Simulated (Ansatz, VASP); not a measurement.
## ZnS in VASP and in Ansatz

```
Zn S
1.0
     0.00000    2.61326    2.78866
     2.61326    0.00000    2.78866
     2.61326    2.61326    0.00000
Zn S
1 1
Cartesian
  0.0000 0.0000 0.0000
  1.3066 1.3066 1.3943
```

Change from the starting cell: epitaxial_xy strain -3.0%.

Alike in both runs: task single point; functional PBE; k mesh 8 × 8 × 8; occupations fermi-dirac, width 0.02 eV; no spin polarisation.

|  | VASP | Ansatz |
| --- | --- | --- |
| version | VASP 6.6.1 | Ansatz 0.2.0 |
| potentials or method | VASP PAW PBE potentials, release 64 (Zn, S) | plane waves, PAW |
| plane-wave cutoff (eV) | 520 | 420 |
| valence electrons in the cell | 18 | 18 |

|  | VASP | Ansatz | Ansatz less VASP |
| --- | --- | --- | --- |
| gap on the k mesh at the Fermi level (eV) | 2.17 | 2.16 | -0.008 |
| pressure (GPa) | 4.6 | 4.4 | -0.19 |
| largest component of the traceless stress (GPa) | 1.92 | 1.93 | +0.013 |
